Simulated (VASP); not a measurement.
# Mg: equation of state with PBE

Crystal: Mg.

```
Mg
1.0
     3.05030    0.00000    0.00000
    -1.52515    2.64164    0.00000
     0.00000    0.00000    3.04484
Mg
1
Direct
  0.00000 0.00000 0.00000
```

This isn't the form of Mg at room conditions, which is hcp.

```json
{
  "Program": "VASP 6.6.1",
  "Task": "equation of state",
  "Functional": "PBE",
  "Potentials or basis": "VASP PAW PBE potentials, release 64 (Mg)",
  "Cutoff": "520 eV",
  "k mesh": "10 × 10 × 9",
  "Occupations": "fermi-dirac, width 0.05 eV",
  "Spin": "no spin polarisation",
  "Further INCAR settings": "ALGO = Normal; EDIFF = 1e-07; NBANDS = 7"
}
```

```
Equilibrium volume                        : 25.46 Å³/atom
Bulk modulus at fixed shape and positions : 28 GPa
Pressure derivative of the bulk modulus   : 3.9
```

Energy against volume, from the lowest point:
| volume (Å³/atom) | energy (meV/atom) |
| --- | --- |
| 23.063 | 23.43 |
| 23.553 | 14.32 |
| 24.044 | 7.63 |
| 24.535 | 3.14 |
| 25.025 | 0.66 |
| 25.516 | 0.00 |
| 26.007 | 0.99 |

All runs of the series together: 21 s on 1 thread of Intel(R) Xeon(R) 6975P-C (Granite Rapids) (shared host).

Caveat: the cell was scaled at fixed shape and fractional positions, which overstates the stiffness of a crystal with free parameters, most of all of layers and chains.
